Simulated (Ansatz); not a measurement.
## One structure, 3 elements: PtS2, PtSe2, Te2Pt

Plane-wave DFT in Ansatz with scalar-relativistic PAW potentials, cutoff 420 eV, Γ-centred meshes chosen by cell and gap, Gaussian smearing with energies taken to zero width. Every cell was relaxed (cell and atoms) in a run of its own, within the symmetry of its start. Functional: PBE+D3(BJ).

All members share space group P-3m1 and the same sites; only the element on one set of sites changes (S, Se, Te). Members needn't be the stable form of their composition. Energies over the elements, where given, are against the elements' standard states in the same functional (H₂, N₂, O₂ and halogens uncorrected, Hg as a solid). The first member:

Space group P-3m1 (No. 164). a = 3.583 Å, b = 3.583 Å, c = 4.663 Å, α = 90.00°, β = 90.00°, γ = 120.00°
| atom | site | symmetry | x | y | z |
| --- | --- | --- | --- | --- | --- |
| Pt | 1a | -3m. | 0.0000 | 0.0000 | 0.0000 |
| S | 2d | 3m. | 0.3333 | 0.6667 | 0.2588 |

| compound | V (Å³/atom) | a (Å) | c (Å) | gap on mesh (eV) |
| --- | --- | --- | --- | --- |
| PtS2 | 17.28 | 3.583 | 4.663 | 0.07 |
| Te2Pt | 24.14 | 4.052 | 5.094 | 0.00 |

Task: Predict the member with Se.

Result: V (Å³/atom) 19.82, a (Å) 3.770, c (Å) 4.829, gap on mesh (eV) 0.00. Interpolating linearly in period between S and Te would give 20.71 Å³/atom (4.5 % too large). Over the whole series the volume grows at each step down the group; none has a gap that these meshes resolve (gaps under about 0.1 eV aren't resolved; a zero can be real, or an error of the semilocal functional, which closes small gaps).

Spin-orbit coupling is left out, which matters for the bands of heavy elements.